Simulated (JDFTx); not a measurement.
# Re under changes of volume

One of the cells (15.407 Å³/atom); the others are scaled copies at fixed shape and fractional positions:

```
Re
1.0
     0.00000    1.97500    1.97500
     1.97500    0.00000    1.97500
     1.97500    1.97500    0.00000
Re
1
Direct
  0.00000 0.00000 0.00000
```

This isn't the form of Re at room conditions, which is hcp.

```yaml
Program: JDFTx 1.7.0 (patched build)
Functional: PBE
Potentials_or_basis: PseudoDojo-SR-PBE-0.5-standard
Cutoff: 980 eV
Density_cutoff: 3918 eV
k_mesh: 12 × 12 × 12
Occupations: fermi-dirac, width 0.05 eV
Spin: no spin polarisation
```

```csv
volume (Å³/atom),energy over the lowest point (meV/atom),pressure (GPa)
14.483,20.68,13.8
14.791,2.59,5.2
15.099,0.00,-2.4
15.407,11.30,-9.2
15.716,35.02,-15.3
16.024,?,?
16.332,114.53,-25.6
```

Task: What does the run at 16.024 Å³/atom give?

Result: Energy over the lowest point 69.83 meV/atom; pressure -20.8 GPa.

Worked out: A Birch-Murnaghan fit of order 3 (a polynomial in V^(-2/3)) to the other rows has its minimum at 15.00 Å³/atom with B0 = V·E''(V) = 364 GPa and B' = 4.4. It gives 69.82 meV/atom at 16.024 Å³/atom, against the run's 69.83, and -dE/dV = -20.8 GPa, against -20.8.

Energies are extrapolated to zero smearing.
